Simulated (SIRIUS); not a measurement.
# Al (Im-3m) in SIRIUS: reference runs

Reference runs on Al: the cell as given and a disturbed copy.

All numbers are computed with SIRIUS 7.12.0; they aren't measurements. Logs are shortened: lines on timing, memory, paths and dates and some standing lists are left out, and cuts for length are marked. The log counts tension as positive stress, the text compression.

### Step 1. Starting point

Symmetry: Im-3m, No. 229, cubic system. The conventional cell has a = 3.182 Å, b = 3.182 Å, c = 3.182 Å, α = 90.00°, β = 90.00°, γ = 90.00°. Around Al (site symmetry m-3m) lie 8 Al at 2.76 Å.

This isn't the form of Al at room conditions, which is fcc.

### Step 2. Single point, PBEsol

The input, sirius.json:

```json
{
  "control": {
    "processing_unit": "cpu",
    "verbosity": 2,
    "num_bands_to_print": 7,
    "print_forces": true,
    "print_stress": true
  },
  "parameters": {
    "electronic_structure_method": "pseudopotential",
    "xc_functionals": ["XC_GGA_X_PBE_SOL", "XC_GGA_C_PBE_SOL"],
    "gk_cutoff": 6.4,
    "pw_cutoff": 12.8,
    "ngridk": [12, 12, 12],
    "shiftk": [0, 0, 0],
    "smearing": "fermi_dirac",
    "smearing_width": 0.0018374661,
    "num_bands": 7,
    "num_mag_dims": 0,
    "num_dft_iter": 100,
    "energy_tol": 1e-08,
    "density_tol": 1e-06
  },
  "iterative_solver": {
    "type": "davidson",
    "min_tolerance": 1e-10
  },
  "mixer": {
    "type": "anderson",
    "beta": 0.7,
    "max_history": 8
  },
  "settings": {
    "tol_ne": 1e-10,
    "pseudo_grid_cutoff": 6.5
  },
  "unit_cell": {
    "lattice_vectors": [
      [-0.57735026919, 0.57735026919, 0.57735026919],
      [0.57735026919, -0.57735026919, 0.57735026919],
      [0.57735026919, 0.57735026919, -0.57735026919]
    ],
    "lattice_vectors_scale": 5.208220536,
    "atom_coordinate_units": "lattice",
    "atom_types": ["Al"],
    "atom_files": {
      "Al": "Al.json"
    },
    "atoms": {
      "Al": [
        [0.0, 0.0, 0.0]
      ]
    }
  }
}
```

Potentials or basis: PseudoDojo 0.4.1 PBEsol standard (scalar relativistic).

Launch:

```sh
$ upf_to_json Al.upf
$ OMP_NUM_THREADS=1 sirius.scf --input=sirius.json --output=out.json --task=0
```

The program printed:

```text
[info] SIRIUS version : 7.12.0
[info] number of MPI ranks           : 1
[info] MPI grid                      : 1 1
[info] maximum number of OMP threads : 1
[fft] FFT context for density and potential
[fft] =====================================
[fft]   comm size                             : 1
[fft]   plane wave cutoff                     : 12.8
[fft]   grid size                             : 24 24 24   total : 13824
[fft]   grid limits                           : -11 12   -11 12   -11 12
[fft]   number of G-vectors within the cutoff : 1963
[fft]   local number of G-vectors             : 1963
[fft]   number of G-shells                    : 124
[fft] FFT context for coarse grid
[fft] =====================================
[fft]   comm size                             : 1
[fft]   plane wave cutoff                     : 12.8
[fft]   grid size                             : 24 24 24   total : 13824
[fft]   grid limits                           : -11 12   -11 12   -11 12
[fft]   number of G-vectors within the cutoff : 1963
[fft]   local number of G-vectors             : 1963
[fft]   number of G-shells                    : 124
[unit cell] lattice vectors
[unit cell]   a1 :      -3.0069675285      3.0069675285      3.0069675285
[unit cell]   a2 :       3.0069675285     -3.0069675285      3.0069675285
[unit cell]   a3 :       3.0069675285      3.0069675285     -3.0069675285
[unit cell] reciprocal lattice vectors
[unit cell]   b1 :       0.0000000000      1.0447710605      1.0447710605
[unit cell]   b2 :       1.0447710605      0.0000000000      1.0447710605
[unit cell]   b3 :       1.0447710605      1.0447710605      0.0000000000
[unit cell] unit cell volume :       108.75424210 [a.u.^3]
[unit cell] 1/sqrt(omega)    :         0.09589079
[unit cell] MT volume        :         0.00000000 ( 0.00%)
[unit cell] IT volume        :       108.75424210 (100.00%)
[unit cell] number of atom types : 1
[unit cell] type id : 0 symbol : Al mt_radius :  18.750000 num_atoms : 1
[unit cell] total number of atoms : 1
[unit cell] number of symmetry classes : 1
[unit cell] number of PAW atoms : 0
[unit cell] atom id  type id  class id             position                      vector_field
[unit cell] ------------------------------------------------------------------------------------------
[unit cell]      0        0        0      0.00000   0.00000   0.00000      0.00000   0.00000   0.00000
[unit cell] atom id         position (Cartesian, a.u.)
[unit cell] ---------------------------------------------
[unit cell]      0       0.000000    0.000000    0.000000
[unit cell] class id : 0 atom id : 0
[unit cell] minimum bond length:     5.208221
[unit cell] total number of pseudo wave-functions: 4
[sym] space group number   : 229
[sym] international symbol : Im-3m
[sym] Hall symbol          : -I 4 2 3
[sym] space group transformation matrix :
[sym]  -0.5000  0.5000  0.5000
[sym]   0.5000 -0.5000  0.5000
[sym]   0.5000  0.5000 -0.5000
[sym] space group origin shift :
[sym]   0.0000  0.0000  0.0000
[sym] number of space group operations  : 48
[sym] number of magnetic group operations : 48
[sym] metric tensor error: 7.1054e-15
[sym] rotation matrix error: 4.4409e-16
[sym] symmetry operations
[... list of symmetry operations ...]
[atom type] label          : Al
[atom type] --------------------------------------------------------------------------------
[... 150 lines left out ...]
[find] ewald contribution             :      -2.72310066
[find] PAW contribution               :       0.00000000
[find] smearing (-TS)                 :      -0.00015186
[find] SCF correction                 :      -0.00058088
[find] Total energy                   :      -2.31600761 (Ha),      -4.63201521 (Ry)
[find] Free energy (E-TS)             :      -2.31615946 (Ha),      -4.63231892 (Ry)
[find] band gap (eV)                  :       0.00000000
[find] Efermi                         :       0.29810320
[find] iteration : 1, RMS (target) : 7.7878e-03 (1.0000e-06) , energy difference (target) : -1.0124e-03 (1.0000e-08)
[find] | SCF iteration   2 out of 100|
[diagonalize] iterative solver tolerance (occupied, empty): 0.000778777 0.000778777
[diagonalize] average number of iterations: 1.83333
[... levels, occupations and energy terms ...]
[find] Total energy                   :      -2.31607800 (Ha),      -4.63215600 (Ry)
[find] Free energy (E-TS)             :      -2.31622928 (Ha),      -4.63245857 (Ry)
[find] band gap (eV)                  :       0.00000000
[find] Efermi                         :       0.29774694
[find] iteration : 2, RMS (target) : 3.2692e-04 (1.0000e-06) , energy difference (target) : -7.0394e-05 (1.0000e-08)
[find] | SCF iteration   3 out of 100|
[diagonalize] iterative solver tolerance (occupied, empty): 3.26915e-05 3.26915e-05
[diagonalize] average number of iterations: 5.59722
[find] Total energy                   :      -2.31608597 (Ha),      -4.63217195 (Ry)
[find] Free energy (E-TS)             :      -2.31623748 (Ha),      -4.63247496 (Ry)
[find] band gap (eV)                  :       0.00000000
[find] Efermi                         :       0.29774722
[find] iteration : 3, RMS (target) : 1.7421e-04 (1.0000e-06) , energy difference (target) : -7.9752e-06 (1.0000e-08)
[find] | SCF iteration   4 out of 100|
[diagonalize] iterative solver tolerance (occupied, empty): 1.63458e-05 1.63458e-05
[diagonalize] average number of iterations: 1.29167
[find] Total energy                   :      -2.31608742 (Ha),      -4.63217485 (Ry)
[... 28 lines left out ...]
[find] | SCF iteration   8 out of 100|
[diagonalize] iterative solver tolerance (occupied, empty): 4.58051e-07 4.58051e-07
[diagonalize] average number of iterations: 1.56944
[find] Total energy                   :      -2.31608771 (Ha),      -4.63217542 (Ry)
[find] Free energy (E-TS)             :      -2.31623927 (Ha),      -4.63247854 (Ry)
[find] band gap (eV)                  :       0.00000000
[find] Efermi                         :       0.29775345
[find] iteration : 8, RMS (target) : 2.1438e-06 (1.0000e-06) , energy difference (target) : -2.8282e-09 (1.0000e-08)
[find] bands are converged : true
[find] iterative solver converged : false
[find] +------------------------------+
[find] | SCF iteration   9 out of 100|
[find] +------------------------------+
[diagonalize] iterative solver tolerance (occupied, empty): 2.14378e-07 2.14378e-07
[diagonalize] average number of iterations: 1.65278
[diagonalize] Lowest band energies
[diagonalize] ik:    0   -0.116616    0.790785    0.790786    0.848765    0.848765    0.848765    0.903665
[diagonalize] ik:    1   -0.109163    0.710891    0.748058    0.762724    0.818916    0.856824    0.877781
[diagonalize] ik:    2   -0.086868    0.583894    0.697029    0.712506    0.769876    0.813969    0.914213
[diagonalize] ik:    3   -0.049919    0.458561    0.656442    0.666850    0.727228    0.777908    0.952867
[diagonalize] ik:    4    0.001370    0.342710    0.627409    0.632554    0.695804    0.749431    0.991619
[diagonalize] ...
[diagonalize] ik:   67    0.246916    0.267691    0.394372    0.466497    0.584132    0.629177    1.023928
[diagonalize] ik:   68    0.248638    0.322335    0.343546    0.494780    0.529904    0.610626    1.047472
[diagonalize] ik:   69    0.242457    0.381345    0.381345    0.421781    0.483059    0.600672    1.175268
[diagonalize] ik:   70    0.308599    0.324331    0.374841    0.434843    0.480572    0.548282    1.151006
[diagonalize] ik:   71    0.368337    0.368337    0.368337    0.406823    0.406823    0.513431    1.232190
[find] Charges and magnetic moments
[find] --------------------------------------------------------------------------------
[find] total charge          : 3.000000
[find] Energy
[find] --------------------------------------------------------------------------------
[find] valence_eval_sum               :       0.40320625
[find] <rho|V^{XC}>                   :      -1.09456919
[find] <rho|E^{XC}>                   :      -1.08834642
[find] <mag|B^{XC}>                   :       0.00000000
[find] <rho|V^{H}>                    :       0.00483232
[find] one-electron contribution      :       1.49294313 (Ha),       2.98588625 (Ry)
[find] hartree contribution           :       0.00241616
[find] xc contribution                :      -1.08834642
[find] ewald contribution             :      -2.72310066
[find] PAW contribution               :       0.00000000
[find] smearing (-TS)                 :      -0.00015156
[find] SCF correction                 :       0.00000008
[find] Total energy                   :      -2.31608771 (Ha),      -4.63217542 (Ry)
[find] Free energy (E-TS)             :      -2.31623927 (Ha),      -4.63247854 (Ry)
[find] band gap (eV)                  :       0.00000000
[find] Efermi                         :       0.29775352
[find] iteration : 9, RMS (target) : 5.7850e-07 (1.0000e-06) , energy difference (target) : -7.5526e-10 (1.0000e-08)
[find] bands are converged : true
[find] iterative solver converged : false
[find] converged after 10 SCF iterations!
[find] Charges and magnetic moments
[find] --------------------------------------------------------------------------------
[find] total charge          : 3.000000
[find] Energy
[find] --------------------------------------------------------------------------------
[find] valence_eval_sum               :       0.40320625
[find] <rho|V^{XC}>                   :      -1.09456919
[find] <rho|E^{XC}>                   :      -1.08834642
[find] <mag|B^{XC}>                   :       0.00000000
[find] <rho|V^{H}>                    :       0.00483232
[find] one-electron contribution      :       1.49294313 (Ha),       2.98588625 (Ry)
[find] hartree contribution           :       0.00241616
[find] xc contribution                :      -1.08834642
[find] ewald contribution             :      -2.72310066
[find] PAW contribution               :       0.00000000
[find] smearing (-TS)                 :      -0.00015156
[find] SCF correction                 :       0.00000008
[find] Total energy                   :      -2.31608771 (Ha),      -4.63217542 (Ry)
[find] Free energy (E-TS)             :      -2.31623927 (Ha),      -4.63247854 (Ry)
[find] band gap (eV)                  :       0.00000000
[find] Efermi                         :       0.29775352
[ground_state] === stress tensor components [kbar] ===
[ground_state] === stress_kin ===
[ground_state] -1564.806330    0.000000    0.000000
[ground_state]     0.000000-1564.806330    0.000000
[ground_state]     0.000000    0.000000-1564.806330
[ground_state] === stress_har ===
[ground_state]    -2.178791    0.000000    0.000000
[ground_state]     0.000000   -2.178791    0.000000
[ground_state]     0.000000    0.000000   -2.178791
[ground_state] === stress_ewald ===
[ground_state]  2455.578602    0.000000   -0.000000
[ground_state]     0.000000 2455.578602    0.000000
[ground_state]    -0.000000    0.000000 2455.578602
[ground_state] === stress_vloc ===
[ground_state]  -142.031296    0.000000   -0.000000
[ground_state]     0.000000 -142.031296    0.000000
[ground_state]    -0.000000    0.000000 -142.031296
[ground_state] === stress_xc ===
[ground_state]    15.825269    0.000000    0.000000
[ground_state]     0.000000   15.825269   -0.000000
[ground_state]     0.000000   -0.000000   15.825269
[ground_state] === stress_core ===
[ground_state]   799.719810    0.000000    0.000000
[ground_state]     0.000000  799.719810    0.000000
[ground_state]     0.000000    0.000000  799.719810
[ground_state] === stress_nonloc ===
[ground_state] -1583.430116    0.000000    0.000000
[ground_state]     0.000000-1583.430116   -0.000000
[ground_state]     0.000000   -0.000000-1583.430116
[ground_state] === stress_us_nl ===
[ground_state] -1583.430116    0.000000    0.000000
[ground_state]     0.000000-1583.430116   -0.000000
[ground_state]     0.000000   -0.000000-1583.430116
[ground_state] === stress_total ===
[ground_state]   -21.322852    0.000000    0.000000
[ground_state]     0.000000  -21.322852   -0.000000
[ground_state]     0.000000   -0.000000  -21.322852
[ground_state] ==== total Forces in Ha/bohr =====
[ground_state] atom:    0, force:       0.0000000      0.0000000      0.0000000
[... 8 lines left out ...]
[ground_state] ==== Ewald forces from ions =====
[ground_state] atom:    0, force:       0.0000000      0.0000000      0.0000000
[~DFT_ground_state] local op. applied: 12908
[~DFT_ground_state] evp. work count: 8062.36
[~DFT_ground_state] number of iterative solver steps: 1811
```

Run time: 6.8 s. Hardware: 1 thread of Intel Xeon Platinum 8259CL at 2.50GHz (Skylake/Cascade Lake), shared host; peak memory 0.16 GiB.

What came out:

```yaml
Free_energy: -63.0281 eV
Pressure: 2.1 GPa
Band_gap_on_the_k_mesh: none (metal or under the smearing width)
```

### Step 3. Single point, PBEsol (cell strained at random at fixed volume)

sirius.json, as its differences from that of step 2:

```diff
@@ -38,7 +38,7 @@
     "lattice_vectors": [
-      [-0.57735026919, 0.57735026919, 0.57735026919],
-      [0.57735026919, -0.57735026919, 0.57735026919],
-      [0.57735026919, 0.57735026919, -0.57735026919]
+      [-0.604610891618, 0.556694691088, 0.569681218447],
+      [0.580412576896, -0.563315001525, 0.552103214162],
+      [0.590879877379, 0.549583987285, -0.576301528884]
     ],
-    "lattice_vectors_scale": 5.208220536,
+    "lattice_vectors_scale": 5.3101097647,
     "atom_coordinate_units": "lattice",
@@ -50,3 +50,3 @@
       "Al": [
-        [0.0, 0.0, 0.0]
+        [-0.000693, 0.012387, 0.005849]
       ]
```

Potentials or basis: PseudoDojo 0.4.1 PBEsol standard (scalar relativistic).

Launch:

```sh
$ upf_to_json Al.upf
$ OMP_NUM_THREADS=1 sirius.scf --input=sirius.json --output=out.json --task=0
```

Run time: 62 s. Hardware: 1 thread of Intel Xeon Platinum 8259CL at 2.50GHz (Skylake/Cascade Lake), shared host; peak memory 0.66 GiB.

The run converged. Its results:

- Free energy: -63.0265 eV
- Pressure: 2.2 GPa
- Band gap on the k mesh: none (metal or under the smearing width)

Stress tensor (GPa, compression positive):
```
3.35 0.47 1.43
0.47 1.68 0.60
1.43 0.60 1.70
```
